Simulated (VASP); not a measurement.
# W (P-1) in VASP: convergence with empty bands

Aim: find how far empty bands must go before the results for W settle, at LDA. This setting moves, with any that are tied to it; all else stays.

Program: VASP 6.6.1. These are calculated values, not measurements. Logs are shortened: lines on timing, memory, paths and dates and some standing lists are left out, and cuts for length are marked.

## (1) The cell of the first run

The typed cell holds 1 atom: a = 2.778 Å, b = 2.748 Å, c = 2.731 Å, α = 110.24°, β = 106.93°, γ = 112.10°.

The cell isn't the ideal one: cell strained at random at fixed volume.

## (2) With empty bands 1

The input, INCAR:

```
SYSTEM = W
PREC = Accurate
ENCUT = 520
EDIFF = 1E-6
ISMEAR = 1
SIGMA = 0.1
LREAL = .False.
LASPH = .True.
NELM = 100
ALGO = Normal
ISIF = 2
LWAVE = .False.
LCHARG = .False.
GGA = CA
NBANDS = 8
```

The input, KPOINTS:

```
Automatic mesh
0
Gamma
  9 9 9
  0 0 0
```

The input, POSCAR:

```
W
1.0
   -1.5936480000      1.6596320000      1.5560830000
    1.5731790000     -1.6537440000      1.5297270000
    1.5595230000      1.6196190000     -1.5501950000
W
1
Direct
    0.0045180000     -0.0022460000     -0.0059430000
```

Potentials or basis: VASP PAW LDA potentials, release 64 (W_sv).

Launch:

```
$ cat potpaw_LDA.64/W_sv/POTCAR > POTCAR
$ mpirun -np 1 vasp_std > vasp.out
```

Run time: 32 s. Hardware: 1 thread of Intel Xeon Platinum 8259CL at 2.50GHz (Skylake/Cascade Lake), shared host; peak memory 0.16 GiB.

What came out:

- Free energy: -14.0791 eV
- Pressure: -7.0 GPa

## (3) With empty bands 2

INCAR, as its differences from that of step 2:

```diff
@@ -14,2 +14,2 @@
 GGA = CA
-NBANDS = 8
+NBANDS = 9
```

KPOINTS is that of step 2.

POSCAR is that of step 2.

Potentials or basis: VASP PAW LDA potentials, release 64 (W_sv).

Launch:

```
$ cat potpaw_LDA.64/W_sv/POTCAR > POTCAR
$ mpirun -np 1 vasp_std > vasp.out
```

Run time: 34 s. Hardware: 1 thread of Intel Xeon Platinum 8259CL at 2.50GHz (Skylake/Cascade Lake), shared host; peak memory 0.17 GiB.

What came out:

| Property | Result |
| --- | --- |
| Free energy | -14.0791 eV |
| Pressure | -7.0 GPa |
| Band gap on the k mesh | none (metal or under the smearing width) |

## (4) With empty bands 3

INCAR, as its differences from that of step 3:

```diff
@@ -14,2 +14,2 @@
 GGA = CA
-NBANDS = 9
+NBANDS = 10
```

KPOINTS is that of step 3.

POSCAR is that of step 3.

Launch:

```
$ cat potpaw_LDA.64/W_sv/POTCAR > POTCAR
$ mpirun -np 1 vasp_std > vasp.out
```

Wall time 53 s (1 thread of Intel Xeon Platinum 8259CL at 2.50GHz (Skylake/Cascade Lake), shared host); peak memory 0.17 GiB.

What came out:

- Free energy: -14.0791 eV
- Pressure: -7.0 GPa
- Band gap on the k mesh: none (metal or under the smearing width)

## (5) With empty bands 4

INCAR, as its differences from that of step 4:

```diff
@@ -14,2 +14,2 @@
 GGA = CA
-NBANDS = 10
+NBANDS = 11
```

KPOINTS is that of step 4.

POSCAR is that of step 4.

Launch:

```
$ cat potpaw_LDA.64/W_sv/POTCAR > POTCAR
$ mpirun -np 1 vasp_std > vasp.out
```

Wall time 46 s (1 thread of Intel Xeon Platinum 8259CL at 2.50GHz (Skylake/Cascade Lake), shared host); peak memory 0.17 GiB.

What came out:

- Free energy: -14.0791 eV
- Pressure: -7.0 GPa
- Band gap on the k mesh: none (metal or under the smearing width)

## (6) With empty bands 6

INCAR, as its differences from that of step 5:

```diff
@@ -14,2 +14,2 @@
 GGA = CA
-NBANDS = 11
+NBANDS = 13
```

KPOINTS is that of step 5.

POSCAR is that of step 5.

Potentials or basis: VASP PAW LDA potentials, release 64 (W_sv).

Launch:

```
$ cat potpaw_LDA.64/W_sv/POTCAR > POTCAR
$ mpirun -np 1 vasp_std > vasp.out
```

It took 60 s on 1 thread of Intel Xeon Platinum 8259CL at 2.50GHz (Skylake/Cascade Lake), shared host; peak memory 0.18 GiB.

Results:

```yaml
Free_energy: -14.0791 eV
Pressure: -7.0 GPa
Band_gap_on_the_k_mesh: none (metal or under the smearing width)
```

## (7) With empty bands 10

INCAR, as its differences from that of step 6:

```diff
@@ -14,2 +14,2 @@
 GGA = CA
-NBANDS = 13
+NBANDS = 17
```

KPOINTS is that of step 6.

POSCAR is that of step 6.

Launch:

```
$ cat potpaw_LDA.64/W_sv/POTCAR > POTCAR
$ mpirun -np 1 vasp_std > vasp.out
```

It took 76 s on 1 thread of Intel Xeon Platinum 8259CL at 2.50GHz (Skylake/Cascade Lake), shared host; peak memory 0.19 GiB.

Results:

* Free energy: -14.0791 eV
* Pressure: -7.0 GPa
* Band gap on the k mesh: none (metal or under the smearing width)

## (8) With empty bands 16

INCAR, as its differences from that of step 7:

```diff
@@ -14,2 +14,2 @@
 GGA = CA
-NBANDS = 17
+NBANDS = 23
```

KPOINTS is that of step 7.

POSCAR is that of step 7.

Potentials or basis: VASP PAW LDA potentials, release 64 (W_sv).

Launch:

```
$ cat potpaw_LDA.64/W_sv/POTCAR > POTCAR
$ mpirun -np 1 vasp_std > vasp.out
```

OUTCAR:

```text
SYSTEM = W
   PREC = Accurate
   ENCUT = 520
   EDIFF = 1E-6
   ISMEAR = 1
   LREAL = .False.
   LASPH = .True.
   NELM = 100
   ISIF = 2
   GGA = CA

 ion  position               nearest neighbor table
   1  0.005  0.998  0.994-

  LATTYP: Found a triclinic cell.
 ALAT       =     2.7310038870
 B/A-ratio  =     1.6207973604
 C/A-ratio  =     0.9939948409
 COS(alpha) =     0.0014823600
 COS(beta)  =     0.3577737912
 COS(gamma) =     0.7997644478

  Lattice vectors:

 A1 = (  -1.5595230000,  -1.6196190000,   1.5501950000)
 A2 = (  -3.1531710000,   0.0400130000,   3.1062780000)
 A3 = (  -1.5390540000,  -1.6255070000,  -1.5356150000)

Analysis of symmetry for initial positions (statically):
=====================================================================
 Subroutine PRICEL returns:
 Original cell was already a primitive cell.

 Routine SETGRP: Setting up the symmetry group for a
 triclinic supercell.

 Subroutine GETGRP returns: Found  2 space group operations
 (whereof  1 operations were pure point group operations)
 out of a pool of  2 trial point group operations.

The static configuration has the point symmetry C_1 .
 The point group associated with its full space group is S_2 .

Analysis of symmetry for dynamics (positions and initial velocities):
=====================================================================
 Subroutine PRICEL returns:
 Original cell was already a primitive cell.

 Routine SETGRP: Setting up the symmetry group for a
 triclinic supercell.

 Subroutine GETGRP returns: Found  2 space group operations
 (whereof  1 operations were pure point group operations)
 out of a pool of  2 trial point group operations.

The dynamic configuration has the point symmetry C_1 .
 The point group associated with its full space group is S_2 .

 Subroutine INISYM returns: Found  2 space group operations
 (whereof  1 operations are pure point group operations),
 and found     1 'primitive' translations

----------------------------------------------------------------------------------------

                                     Primitive cell

  volume of cell :      15.8476

  direct lattice vectors                    reciprocal lattice vectors
    -1.593648000  1.659632000  1.556083000     0.005429893  0.304423301  0.323519173
     1.573179000 -1.653744000  1.529727000     0.321374522  0.002758647  0.326190521
     1.559523000  1.619619000 -1.550195000     0.322581770  0.308301794  0.001551504

  length of vectors
[... 69 lines left out ...]
   NGXF,Y,Z  is equivalent  to a cutoff of  28.73, 24.20, 24.35 a.u.
 SYSTEM =  W
   PREC   = accura    normal or accurate (medium, high low for compatibility)
   ISTART =      0    job   : 0-new  1-cont  2-samecut
   ICHARG =      2    charge: 1-file 2-atom 10-const
   ISPIN  =      1    spin polarized calculation?
   LNONCOLLINEAR =      F non collinear calculations
   LSORBIT =      F    spin-orbit coupling
   LASPH  =      T    aspherical Exc in radial PAW
   ENCUT  =  520.0 eV  38.22 Ry    6.18 a.u.   5.16  5.11  5.08*2*pi/ulx,y,z
   NELM   =    100;   NELMIN=  2; NELMDL= -5     # of ELM steps
   EDIFF  = 0.1E-05   stopping-criterion for ELM
   LREAL  =      F    real-space projection
   EDIFFG = 0.1E-04   stopping-criterion for IOM
   NSW    =      0    number of steps for IOM
   IBRION =     -1    ionic relax: 0-MD 1-quasi-New 2-CG
   NFREE  =      0    steps in history (QN), initial steepest desc. (CG)
   ISIF   =      2    stress and relaxation
   ISYM   =      2    0-nonsym 1-usesym 2-fastsym
   POTIM  = 0.5000    time-step for ionic-motion
   TEBEG  =    0.0;   TEEND  =   0.0 temperature during run
   PSTRESS=    0.0 pullay stress
   NELECT =      14.0000    total number of electrons
   NUPDOWN=      -1.0000    fix difference up-down
   EMIN   =  10.00;   EMAX   =-10.00  energy-range for DOS
   EFERMI =   0.00;   METHOD = LEGACY
   ISMEAR =     1;   SIGMA  =   0.10  broadening in eV -4-tet -1-fermi 0-gaus
   EFERMI_NEDOS =   21; number of points for ismear=-14 and -15
   IALGO  =     38    algorithm
   IMIX   =      4    mixing-type and parameters
     AMIX     =   0.40;   BMIX     =  1.00
     AMIX_MAG =   1.60;   BMIX_MAG =  1.00
  volume/ion in A,a.u.               =      15.85       106.94
  Fermi-wavevector in a.u.,A,eV,Ry     =   1.570832  2.968442 33.572545  2.467512
  Thomas-Fermi vector in A             =   2.672506
   LORBIT       =      0    0 simple, 1 ext, 2 COOP (PROOUT), +10 PAW based schemes
   GGA     = CA    functional components
   LHFCALC =     F    Hartree Fock is set to
   AEXX    =    0.0000 exact exchange contribution
   IVDW    =     0    specifies the selected vdW correction
   LEPSILON=     F    determine dielectric tensor
   LRPA    =     F    only Hartree local field effects (RPA)
 non-spin polarized calculation
 Methfessel and Paxton  Order N= 1 SIGMA  =   0.10
  energy-cutoff  :      520.00
  volume of cell :       15.85
 maximum number of plane-waves:       436
 NGX is ok and might be reduce to    24
   NGX = 11   NGY = 11   NGZ = 11

 number of electron      14.0000000 magnetization

 Free energy of the ion-electron system (eV)
  ---------------------------------------------------
  ext. energy  EPLUGINS =         0.00000000
  ---------------------------------------------------
  free energy    TOTEN  =       -14.07905340 eV

  energy without entropy =      -14.07836267  energy(sigma->0) =      -14.07882316

 E-fermi :  11.3415     XC(G=0): -13.8294

 val. band max:       11.3401419402   @ k =   0.4444  -0.0000   0.4444
 cond. band min:      11.3419001011   @ k =  -0.2222   0.2222   0.1111
 fundamental gap:      0.0017581609
 Fermi energy:        11.3414686888

 k-point     1 :       0.0000    0.0000    0.0000
  band No.  band energies     occupation
      1     -62.4212      2.00000
      2     -26.2722      2.00000
      3     -26.2173      2.00000
      4     -26.1948      2.00000
      5       1.7743      2.00000
      6       9.6974      2.00000
[... 505 lines left out ...]
      6       7.8573      2.00000
[... 11 lines left out ...]
     18      44.8707      0.00000
     19      47.4928      0.00000

 [... further k-points ...]

 [bands above 19 left out]

------------------------ aborting loop because EDIFF is reached ----------------------------------------

  FORCE on cell =-STRESS in cart. coord.  units (eV):
  Direction    XX          YY          ZZ          XY          YZ          ZX
  --------------------------------------------------------------------------------------
  -------------------------------------------------------------------------------------
  Total       -0.4812676     -1.6781071      0.0712725      0.2748343     -0.0136516      0.1388508
  in kB      -48.6557005   -169.6550401      7.2055797     27.7854910     -1.3801601     14.0376846
  external PRESSURE =     -70.3683870 kB  Pullay stress =       0.0000000 kB

 VOLUME and BASIS-vectors are now :
 -----------------------------------------------------------------------------
  energy-cutoff  :      520.00
  volume of cell :       15.85
      direct lattice vectors                 reciprocal lattice vectors
    -1.593648000  1.659632000  1.556083000     0.005429893  0.304423301  0.323519173
     1.573179000 -1.653744000  1.529727000     0.321374522  0.002758647  0.326190521
     1.559523000  1.619619000 -1.550195000     0.322581770  0.308301794  0.001551504

 POSITION                                       TOTAL-FORCE (eV/Angst)
 -----------------------------------------------------------------------------------
      3.11270     -0.03254     -0.00766         0.000000      0.000000      0.000000
 -----------------------------------------------------------------------------------
    total drift:                               -0.000005     -0.000005      0.000007

  FREE ENERGIE OF THE ION-ELECTRON SYSTEM (eV)
  ---------------------------------------------------
  free  energy   TOTEN  =       -14.0790533980 eV

  energy  without entropy=      -14.0783626743  energy(sigma->0) =      -14.07882316
```

Run time: 1.9 min. Hardware: 1 thread of Intel Xeon Platinum 8259CL at 2.50GHz (Skylake/Cascade Lake), shared host; peak memory 0.2 GiB.

Results:

```
Free energy            : -14.0791 eV
Pressure               : -7.0 GPa
Band gap on the k mesh : none (metal or under the smearing width)
```

## (9) Summary

```csv
empty bands,"energy less the tightest run, at zero smearing (meV/atom)",SCF cycles,CPU time (s),peak memory (GiB)
1,0.00,11,32,0.16
2,0.00,11,33,0.17
3,0.00,11,52,0.17
4,0.00,11,46,0.17
6,0.00,11,59,0.18
10,0.00,11,75,0.19
16,0.00,11,120,0.2
```

Against the tightest run, the energy stays within 1 meV/atom from 1 on. The tightest run that finished is the yardstick and may itself not be fully converged.
